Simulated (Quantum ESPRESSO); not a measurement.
## TiC under changes of volume

One of the cells (10.158 Å³/atom); the others are scaled copies at fixed shape and fractional positions:

```
Ti C
1.0
     0.00000    2.16572    2.16572
     2.16572    0.00000    2.16572
     2.16572    2.16572    0.00000
Ti C
1 1
Cartesian
  0.0000 0.0000 0.0000
  2.1657 2.1657 2.1657
```

The cell is a database's computed one.

| Property | Result |
| --- | --- |
| Program | Quantum ESPRESSO 7.5 |
| Functional | PBE |
| Dispersion | D3(BJ) |
| Potentials or basis | PseudoDojo 0.4.1 SR PBE standard |
| Cutoff | 1143 eV |
| Density cutoff | 4572 eV |
| k mesh | 11 × 11 × 11 |
| Occupations | fermi-dirac, width 0.05 eV |
| Spin | no spin polarisation |

```csv
volume (Å³/atom),energy over the lowest point (meV/atom),pressure (GPa)
9.548,?,?
9.752,2.91,5.1
9.955,0.00,-0.5
10.158,3.90,-5.6
10.361,13.92,-10.2
10.564,29.46,-14.3
10.767,50.01,-18.1
```

Question: What does the run at 9.548 Å³/atom give?

Answer: Energy over the lowest point 13.34 meV/atom; pressure 11.3 GPa.

Worked out: A Birch-Murnaghan fit of order 3 (a polynomial in V^(-2/3)) to the other rows has its minimum at 9.94 Å³/atom with B0 = V·E''(V) = 265 GPa and B' = 4.1. It gives 13.42 meV/atom at 9.548 Å³/atom, against the run's 13.34, and -dE/dV = 11.5 GPa, against 11.3.

Energies are extrapolated to zero smearing.

Caveats: pairwise dispersion overbinds metals, which lowers pressure and volume.
